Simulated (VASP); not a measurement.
Wanted: the native input for a VASP 6.6.1 run.

| Quantity | Value |
| --- | --- |
| Task | single point |
| Functional | PBE |
| Potentials or basis | VASP PAW PBE potentials, release 64 (Sr_sv, O) |
| Cutoff | 520 eV |
| k mesh | 6 × 6 × 4 |
| Occupations | gaussian, width 0.01 eV |
| Spin | no spin polarisation |
| Dipole correction | no |
| Further INCAR settings | ALGO = Normal; EDIFF = 1e-06; NBANDS = 24 |

The structure of SrO lies in POSCAR:

```
SrO
1.0
    4.2700252809      0.0000000000      0.0000000000
   -2.1350126404      3.6979503680      0.0000000000
    0.0000000000      0.0000000000      5.1444569793
Sr O
2 2
Direct
    0.3333333333      0.6666666667      0.2500000000
    0.6666666667      0.3333333333      0.7500000000
    0.6666666667      0.3333333333      0.2500000000
    0.3333333333      0.6666666667      0.7500000000
```

The cell was built by a generator and needn't be a form met in nature.

One way to write it, as run:

INCAR

```
SYSTEM = SrO
  PREC = Accurate
  ENCUT = 520
  EDIFF = 1E-6
  ISMEAR = 0
  SIGMA = 0.01
  LREAL = .False.
  LASPH = .True.
  NELM = 100
  ALGO = Normal
  ISIF = 2
  LWAVE = .False.
  LCHARG = .False.
  GGA = PE
  NBANDS = 24
```

KPOINTS

```
Automatic mesh
0
Gamma
  6 6 4
  0 0 0
```

Potentials or basis: VASP PAW PBE potentials, release 64 (Sr_sv, O).

Launch:

```sh
$ cat potpaw_PBE.64/Sr_sv/POTCAR potpaw_PBE.64/O/POTCAR > POTCAR
$ mpirun -np 1 vasp_std > vasp.out
```

Results of the run:

* Pressure: 1.7 GPa
* Band gap on the k mesh: 2.64 eV, direct

It took 36 s on 1 thread of Intel(R) Xeon(R) Platinum 8259CL CPU @ 2.50GHz (Skylake/Cascade Lake), with other jobs on the host, peak memory 0.2 GiB.
